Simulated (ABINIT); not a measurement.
A run of ABINIT 10.8.3 (patched build) is set up as follows.

Contents of run.abi:

```
# Pseudopotentials
pp_dirpath "./"
pseudos "Ti.LDA_PW-JTH.xml, O.LDA_PW-JTH.xml"

# Structure
acell 3*1.0 Angstrom
rprim
    -1.8921000000     1.8921000000     4.7573000000
     1.8921000000    -1.8921000000     4.7573000000
     1.8921000000     1.8921000000    -4.7573000000
ntypat 2
znucl 22 8
natom 6
typat 1 1 2 2 2 2
xcart
     0.0000000000     3.5755508004     4.4949970463
     0.0000000000     0.0000000000     0.0000000000
     0.0000000000     0.0000000000    14.2383526440
     0.0000000000     3.5755508004     0.7533615050
     0.0000000000     3.5755508004     8.2366325877
     0.0000000000     0.0000000000     3.7416355414

# Plane-wave basis
ecut 23.0
pawecutdg 45.0

# k points
kptopt 1
ngkpt 6 6 6
nshiftk 1
shiftk 0.0 0.0 0.0

# Exchange and correlation
ixc 7

# Bands and occupations
nband 29
occopt 3
tsmear 0.05 eV

# SCF cycle
nstep 100
tolvrs 1.0e-9

# Output
iomode 3
prtwf 0
prtden 0
prteig 0
prtebands 0
enunit 1
```

Potentials or basis: JTH PAW LDA v2.0.

Launch:

```sh
$ abinit run.abi > log 2>&1
```

**Question.** Predict the band gap on the k mesh.

**Answer.** 2.05 eV, indirect (least direct gap 2.37 eV).

**Question.** Estimate the largest force.

**Answer.** 0.116 eV/Å.

**Question.** What does it give for the pressure?

**Answer.** -6.5 GPa.

Forces in eV/Å, atoms in the order of the input:
```
Ti   0.000  0.000  0.000
Ti   0.000  0.000  0.000
O    0.000  0.000  0.116
O    0.000  0.000  0.116
O    0.000  0.000 -0.116
O    0.000  0.000 -0.116
```

Caveat: the atomic spheres overlap. A k mesh can miss the band edges.
